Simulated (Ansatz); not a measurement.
The same calculation of TlCl, space group Pm-3m as a Python script and as an input file (the Ansatz DFT code, driven from Python).

`tlcl_gw.py`:
```python
"""Quasiparticle gap of TlCl by G0W0."""

import warnings

import ansatz as az


def main() -> None:
    warnings.simplefilter("ignore", az.DeckWarning)

    crystal = (
        az.Lattice.cubic(3.834)
        .space_group(221)
        .atom("Tl", [0.0, 0.0, 0.0])
        .atom("Cl", [0.5, 0.5, 0.5])
    )

    job = crystal.calculation()
    job = job.scf(tolerance=1e-05)
    job = job.accuracy("low")
    job = job.functional("pbesol")
    job = job.kpoints(3)
    job = job.basis(20 * az.Ry)
    job = job.occupations("fixed")
    job = job.gw(empty_bands=40, screening_cutoff=100, quasiparticle_bands=("v2", "c2"))
    events = []
    result = job.session().plan().execute(on_event=events.append, runs_dir="gw_run")
    gw = next(e["data"] for e in events if e["event"] == "gw_qp")
    top = gw["frontier_bands"]["highest_filled_band"]
    for qp in gw["qp"]:
        if qp["ik"] == 0:
            print("band", qp["band"], "shift", round(qp["e_qp_ev"] - qp["eps_ks_ev"], 3), "eV, Z =", round(qp["z"], 3))
    for key, label in (("eps_ks_ev", "Kohn-Sham"), ("e_qp_ev", "G0W0")):
        filled = max(qp[key] for qp in gw["qp"] if qp["band"] <= top)
        empty = min(qp[key] for qp in gw["qp"] if qp["band"] > top)
        print(f"{label} gap on the mesh: {empty - filled:.3f} eV")
    print("static dielectric eigenvalues (RPA, this mesh):", [round(e, 3) for e in gw["screening"][0]["eps_tensor_eigenvalues"]])


if __name__ == "__main__":
    main()
```

Output of `python tlcl_gw.py`:
```text
band 9 shift -0.626 eV, Z = 0.772
band 10 shift -0.626 eV, Z = 0.772
band 11 shift 0.759 eV, Z = 0.829
band 12 shift 0.759 eV, Z = 0.829
Kohn-Sham gap on the mesh: 3.885 eV
G0W0 gap on the mesh: 5.168 eV
static dielectric eigenvalues (RPA, this mesh): [4.774, 4.774, 4.774]
```

`input.yaml`:
```yaml
crystal:
  lattice:
    bravais: cubic
    a: 3.834
  space_group: 221
  atoms:
    - { symbol: Tl, position: [0.0, 0.0, 0.0] }
    - { symbol: Cl, position: [0.5, 0.5, 0.5] }
accuracy: low
basis:
  ecutwfc: 272.11386245988
kpoints:
  mp_grid:
    grid: [3, 3, 3]
hamiltonian:
  xc: pbesol
scf:
  convergence:
    dr2_threshold: 1.0e-05
  occupations:
    method: fixed
gw:
  n_empty_bands: 40
  ecut_chi: 100.0
  qp_bands: [v2, c2]
```

The settings weren't tested for convergence. The cutoff lies under the one recommended for these potentials. The k-point mesh is coarse, and energy and stress weren't tested for convergence. Of the deposited cell: the entry's cell lengths or inner coordinates differ somewhat from later room-temperature determinations. The structure is a deposited one; some such entries were measured under pressure or heat, so a shift against it needn't be the functional's error alone. Mesh, empty bands and screening cutoff are small, so the quasiparticle gap isn't converged, and it is read on the mesh points alone. Spin-orbit coupling is left out, which matters for heavy elements. The script silences the warnings on its input, which a real study should read. Hardware and time: 2.3 s on 1 thread of Intel(R) Xeon(R) 6975P-C (Granite Rapids), with other jobs on the host, peak memory 0.37 GiB.
